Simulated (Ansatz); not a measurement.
# W: enthalpy against pressure

W, Im-3m, a = 3.184 Å. Ansatz: PBE, PAW, 420 eV, Γ-centred 18×18×18 mesh on 1 atom, Gaussian smearing 0.10 eV; no spin polarisation. Cell and atoms are relaxed at each pressure, and no other structure is tried, so the rows at high pressure may lie past a change of phase. y is the enthalpy over the state at zero pressure; there V0 = 16.133 Å³/atom. The pressures are the targets, met within 0.01 GPa.

| P (GPa) | y (eV/atom) |
| --- | --- |
| -3.0 | -0.3036 |
| 0.0 | 0.0000 |
| 3.0 | 0.3006 |
| 8.0 | 0.7954 |
| 15.0 | 1.4761 |
| 30.0 | ? |
| 60.0 | 5.5747 |

Problem. Fit y = c1 P + c2 P² + c3 P³ to the other rows, say what c1 and c2 mean, and predict the missing value.

Solution. Least squares on the rows shown. y = 0.10068 P − 0.00015929 P² + 4.9654×10⁻⁷ P³. Since dH/dP = V, c1 is V0: 0.10068 eV/GPa × 160.2 = 16.129 Å³ against 16.133; c2 = −V0/(2B0) gives B0 = 316 GPa, where a Birch–Murnaghan fit to the volumes of the same runs (not shown) gives 305 GPa. At P = 30.0 the fit asked for gives 2.8904 eV/atom. The run gave 2.8930 eV/atom, so the fit is 0.0026 eV/atom too low, 0.044 % of the span of the series, against an rms of 0.00008 eV/atom on the fitted rows. With a term in P⁴ added, a fit to the same known rows predicts 2.8933 eV/atom, so most of the miss is curvature that the known rows already hold.

The mesh isn't the same in all rows (18×18×18, 20×20×20). Spin–orbit coupling is left out, which can shift energies with elements as heavy as these.